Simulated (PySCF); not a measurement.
An unknown gives this computed stick spectrum. Computed, not measured: TDDFT wB97X-D/def2-SVPD, vertical, gas phase, core orbitals frozen in the response, def2 core potentials past Kr (PySCF 2.14.0, density-fitted response routines). Geometries: PBE0-D3(BJ)/def2-SVP, one conformer each. Atoms past krypton carry core potentials; spin–orbit coupling is left out.

```json
{"state": "S1", "λ (nm)": "215.0", "f": "0.135"}
{"state": "S2", "λ (nm)": "213.2", "f": "0.101"}
{"state": "S3", "λ (nm)": "193.0", "f": "0.200"}
{"state": "S4", "λ (nm)": "169.7", "f": "0.016"}
{"state": "S5", "λ (nm)": "164.6", "f": "0.118"}
{"state": "S6", "λ (nm)": "161.9", "f": "0.108"}
{"state": "S7", "λ (nm)": "159.7", "f": "0.079"}
{"state": "S8", "λ (nm)": "152.9", "f": "0.102"}
{"state": "S9", "λ (nm)": "149.2", "f": "0.038"}
{"state": "S10", "λ (nm)": "148.4", "f": "0.065"}
```

Question: Which structure fits?
A. `CN` (CH5N)
B. `Cl/C=C\Cl` (C2H2Cl2)
C. `[H][Sb]([CH3])[CH3]` (C2H7Sb)

Answer: C. Its S1, at 5.77 eV, is the lowest among the candidates; the nearest of the others has S1 at 6.30 eV. S1 is HOMO→LUMO (94%). Löwdin shares by element: HOMO antimony 64%, carbon 23%, hydrogen 7% or more; LUMO antimony 46%, carbon 29%, hydrogen 8% or more (atoms not listed hold the other 17%). At the same level the other candidates give, for their lowest levels:
- `Cl/C=C\Cl`: 197 nm (f 0.001); 190 nm (f 0.334); 172 nm (f 0.000); 168 nm (f 0.000); 167 nm (f 0.000); T1 4.04 eV; HOMO -9.31, LUMO 1.16 eV
- `CN`: 190 nm (f 0.010); 158 nm (f 0.047); 149 nm (f 0.010); 137 nm (f 0.100); 132 nm (f 0.000); T1 6.32 eV; HOMO -8.83, LUMO 2.53 eV
Triplets come from the Tamm–Dancoff approximation.
